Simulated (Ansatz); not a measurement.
Rh (P6_3/mmc), clamped-ion strain scan

Computed with Ansatz, DFT PBE, scalar-relativistic, plane waves, PAW. The runs took a 420 eV cutoff, a Γ-centred 24×24×14 mesh and Gaussian smearing (0.15 eV). No spin polarisation. Energies are free energies at this smearing, counted from the undisturbed cell; pressure is positive in compression.

The undisturbed cell (relaxed at this level; with this scan's settings it stands at 0.1 GPa; this form isn't the usual structure):

```xyz
2
Lattice="2.7248 0.0000 0.0000 -1.3624 2.3597 0.0000 0.0000 0.0000 4.3848" Properties=species:S:1:pos:R:3 pbc="T T T"
Rh    1.3624    0.7866    3.2886
Rh    0.0000    1.5732    1.0962
```

The cell is strained by ε times the Voigt pattern (1, 1, 0, 0, 0, 0) (xx, yy, zz, yz, xz, xy; engineering shear) with fractional coordinates fixed. The cell is metallic on the mesh throughout.

```
      ε  ΔE (meV/atom) stress summed along the pattern (GPa, tension positive)
-0.0600          232.0                                                  -105.14
-0.0450          122.7                                                   -70.88
-0.0300           51.3                                                   -42.55
-0.0150           12.0                                                   -19.14
 0.0000            0.0                                                     0.10
 0.0150           11.0                                                    15.80
 0.0300           41.2                                                    28.50
 0.0450           87.5                                                    38.67
 0.0525          115.7                                                    42.93
 0.0600          147.0                                                    46.71
```

Cost: 10 runs of about 1.5 core-minutes in all, on Intel Xeon Gold 6455B (Sapphire Rapids) (shared hosts).